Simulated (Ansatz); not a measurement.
Input and output of a single-point calculation on GaSb in the zincblende structure (the PAW code Ansatz, r2SCAN+rVV10). The cell was relaxed beforehand with r2SCAN+rVV10.

```yaml
crystal:
  lattice:
    - [0.0, 3.0519251311, 3.0519251311]
    - [3.0519251311, 0.0, 3.0519251311]
    - [3.0519251311, 3.0519251311, 0.0]
  atoms:
    - { symbol: Ga, position: [0.0, 0.0, 0.0] }
    - { symbol: Sb, position: [0.25, 0.25, 0.25] }
kpoints:
  mp_grid: { grid: [8, 8, 8] }
  band_path:
    path:
      - [0.0, 0.0, 0.0]
      - [-0.5, -0.5, 0.0]
      - [-0.375, -0.375, 0.25]
      - [-0.375, 0.0, 0.375]
      - [0.0, 0.0, 0.5]
      - [-0.5, -0.25, 0.25]
    npoints: 1
hamiltonian:
  xc: r2scan
  dispersion: rvv10
scf:
  occupations: { method: fermi_dirac, width: 0.03 }
  n_extra_bands: 4
output:
  forces: true
  stress: true
  eigenvalues: true
  write_density: true
  write_potential: true
  elf: true
  volumetric_format: npy
```

The output follows, shortened, with numbered blanks.
```
scf.n_extra_bands = 4 over 14 filled bands (N_el = 28.0): the run solves 18 bands
Pseudopotential: Ga, paw, valence charge 13, recommended cutoff 500 eV (meta_gga)
Pseudopotential: Sb, paw, valence charge 15, recommended cutoff 500 eV (meta_gga)
Functional definition: r2SCAN+rVV10
Crystal: 2 atoms, lattice volume = 56.853 Å³
Basis set: ecut = 500 eV, 1459 PW (Γ)
Symmetry: 24 space group operations
Space group: F-43m (ITA 216)
k-points: 29 of 512 (time reversal used)
rVV10 density: all electrons in the spheres
SCF 1 converged in 6 iterations: F = -10286.685996 eV  dr2 = 1.25e-8
SCF converged after 6 iterations
Free energy (F): -10286.685996 eV
[1]
--- Per-component energies (eV) ---
  E_band       = -277.731712
  E_kinetic    = 321.605448
  E_local      = -3906.614150
  E_nonlocal   = 790.167303
  E_hartree    = 1800.670215
  E_xc         = -186.181651
  E_vxc        = -161.138455
  E_paw        = -6606.485659
  E_vpaw       = -933.144596
  E_vtau       = 10.057976
  E_ewald      = -2499.700456
  E_core_change = -0.147033
  E_smearing   = -0.000001
--- Stress (GPa, compression-positive) ---
[2]
--- Band table (eV; the first three rows and the last of 29) ---
[3]
```

The rows of the band table are 0: (0, 0, 0) = Γ, 1: (0, 0, 1/8), 2: (0, 0, 1/4), 28: (1/4, -1/2, -1/4) = W.

Task: Fill in the blanks. They hold the stress, the Fermi energy and the band table.

Result:
```
[1]
Fermi energy:    7.870308 eV
[2]
        0.004329       0.000000       0.000000
        0.000000       0.004329       0.000000
        0.000000       0.000000       0.004329
  P = ⅓ Tr σ = 0.0043 GPa (0.043 kbar)
[3]
  k-point 0: bands = […, -7.8192, -7.8192, -4.3882, 7.5970, 7.5970, 7.5970, 8.1110, 10.5734, 10.5734, 10.5734]
  k-point 1: bands = […, -7.8195, -7.8195, -4.2173, 5.6392, 7.3291, 7.3291, 8.9561, 10.9416, 10.9416, 11.3309]
  k-point 2: bands = […, -7.8199, -7.8199, -3.7300, 3.4824, 6.8532, 6.8532, 8.7023, 11.4913, 11.4913, 13.2576]
  k-point 28: bands = […, -7.8260, -7.8201, -1.6981, 0.6755, 4.0699, 4.2997, 11.6405, 12.1749, 12.4195, 12.6653]
```
The trailing digits, and the zero of the energies, depend on the potentials and thresholds.

With r2SCAN+rVV10 the gap is 0.51 eV and direct, at Γ. The mean stress is close to zero (0.00 GPa).

Run as `ansatz run input.yaml --threads 2 --pin off --max-ram 2211MiB --backend cpu --events-out ev --progress --plain --runs-dir out`. It took 7.9 s on 2 threads of Arm Neoverse V1, with other jobs on the host, load about 0.2 per core; peak host memory 0.55 GiB.

No spin polarisation and no zero-point or thermal motion.

Spin-orbit coupling is left out, which matters wherever the heavy atoms make up the band edges.
